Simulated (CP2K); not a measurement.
Runs of CP2K 2026.2 on Se. It takes space group P3_121 (No. 152, trigonal). The conventional cell has a = 4.366 Å, b = 4.366 Å, c = 4.954 Å, α = 90.00°, β = 90.00°, γ = 120.00°. Se (site symmetry 2) has 2 Se at 2.37 Å as nearest neighbours. 

```csv
level,gap on the mesh (eV),pressure (GPa),largest force (eV/Å)
PBEsol,1.10,1.9,(b)
OLYP,1.29,4.8,(c)
HLE17,1.61,0.4,0.43
PBE,1.20,(d),(a)
RPBE,1.25,4.9,0.51
```

Alike in all rows: task band structure; potentials or basis POTENTIAL_UZH Se GTH-PBE-q6; TZVP-MOLOPT-PBE-GTH basis; no spin polarisation; cell as given; k mesh 7 × 7 × 6; smearing fermi-dirac 0.05 eV.

Q: Fill in the values left out.

A: (a) 0.63; (b) 0.74; (c) 0.13; (d) 3.6.

Caveats: the mesh misses the band edges, which the band path finds closer together; the basis of atomic orbitals isn't converged, which shifts pressures, moduli and gaps; the potentials were made for another functional, which shifts forces and pressure (some runs); the potentials were made for a functional far from this one (some runs).

A k mesh can miss the band edges, and the runs leave out spin-orbit coupling on Se.
